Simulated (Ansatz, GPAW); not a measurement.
Given: the input of a run of Ansatz 0.2.0 on ZrC. 

File input.yaml:

```yaml
crystal:
  lattice:
    - [0.0, 2.365, 2.365]
    - [2.365, 0.0, 2.365]
    - [2.365, 2.365, 0.0]
  atoms:
    - { symbol: Zr, position: [0.5, 0.5, 0.5] }
    - { symbol: C, position: [0.0, 0.0, 0.0] }
kpoints:
  mp_grid: { grid: [10, 10, 10] }
scf:
  occupations: { method: gaussian, width: 0.023 }
hamiltonian:
  xc: pbe
  pseudopotentials: { kind: all_electron, lapw: { basis_error: 0.001 } }
output:
  forces: true
  stress: true
  eigenvalues: true
```

Potentials or basis: all-electron LAPW, scalar-relativistic.

Command:

```bash
$ ansatz run input.yaml --threads 1 --pin off --max-ram 3072MiB --backend cpu --events-out ev --progress --plain --runs-dir out
```

Question: What does the same run look like in GPAW 26.7.0 (ASE script)? Potentials or basis there: GPAW PAW data sets (gpaw-data 1.2.1), cutoff 800 eV.

Answer: As run (cutoffs and basis follow the program's own potentials, and thresholds, step limits or extra output files can differ):

Contents of run.py:

```python
from ase import Atoms
from ase.dft.bandgap import bandgap
from ase.io import write
from ase.units import GPa
from gpaw import GPAW, PW

atoms = Atoms(['Zr', 'C'],
              cell=[[0.0, 2.365, 2.365],
                    [2.365, 0.0, 2.365],
                    [2.365, 2.365, 0.0]],
              scaled_positions=[[0.5, 0.5, 0.5],
                                [0.0, 0.0, 0.0]],
              pbc=True)

calc = GPAW(mode=PW(800),
            xc='PBE',
            kpts={'size': (10, 10, 10), 'gamma': True},
            occupations={'name': 'methfessel-paxton', 'order': 0, 'width': 0.023},
            nbands=18,
            convergence={'density': 1e-05, 'energy': 1e-05},
            maxiter=150,
            txt='gpaw.txt')
atoms.calc = calc
energy = atoms.get_potential_energy()
forces = atoms.get_forces()
stress = atoms.get_stress()
calc.write('gs.gpw')
write('result.traj', atoms)
print(f'Energy: {energy:.6f} eV')
print('Forces (eV/A):')
print(forces.round(4))
print('Stress (GPa):', (stress / GPa).round(3))
print('Fermi level:', round(calc.get_fermi_level(), 4), 'eV')
print(f'Gap: {bandgap(calc)[0]:.4f} eV, direct: {bandgap(calc, direct=True)[0]:.4f} eV')
```

Potentials or basis: GPAW PAW data sets (gpaw-data 1.2.1), pw.

Launch:

```bash
$ OMP_NUM_THREADS=1 python run.py
```

Both were run:

|  | Ansatz | GPAW |
| --- | --- | --- |
| Pressure | -2.9 GPa | -3.9 GPa |

Where Ansatz's input types no cutoff or centring, it takes its own default and a Γ-centred mesh.

Pressure is positive in compression.
